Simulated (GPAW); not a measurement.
**ZnCu2SnS4 in GPAW: the effect of functional**

ZnCu2SnS4:

```
CELL_PARAMETERS angstrom
-2.71710 2.71710 5.42480
2.71710 -2.71710 5.42480
2.71710 2.71710 -5.42480
ATOMIC_POSITIONS crystal
Sn 0.50000 0.50000 0.00000
Zn 0.25000 0.75000 0.50000
Cu 0.75000 0.25000 0.50000
Cu 0.00000 0.00000 0.00000
S 0.62799 0.62839 0.51280
S 0.88481 0.37201 0.00040
S 0.11559 0.11519 0.48720
S 0.37161 0.88441 0.99960
```

Alike in all runs:

```yaml
Program: GPAW 26.7.0
Task: dielectric tensor
Cutoff: 450 eV
Basis: pw
k_mesh: 5 × 5 × 5
Occupations: fermi-dirac, width 0.001 eV
Spin: no spin polarisation
```

Problem. One run gave: dielectric constant 99.20 mean. Which functional did it use?
A. PBEsol
B. AM05
C. LDA
D. RPBE
E. GLLB-SC

Solution. C.

| functional | potentials or basis | dielectric constant (mean) |
| --- | --- | --- |
| LDA | the program's PAW data sets (release 1.2.1) made for this functional | 99.20 |
| AM05 | PAW data sets generated in the run's folder for this functional | 33.66 |
| PBEsol | PAW data sets generated in the run's folder for this functional | 58.50 |
| RPBE | the program's PAW data sets (release 1.2.1) made for this functional | 21.62 |
| GLLB-SC | the program's PAW data sets (release 1.2.1) made for this functional | 7.79 |

Caveats: the long-wavelength limit can be off by several per cent where d states take part; a model potential gives levels but no total energy (some runs); response on these states lacks terms of the Hamiltonian (some runs).

Runs at the PBE level aren't shown here.
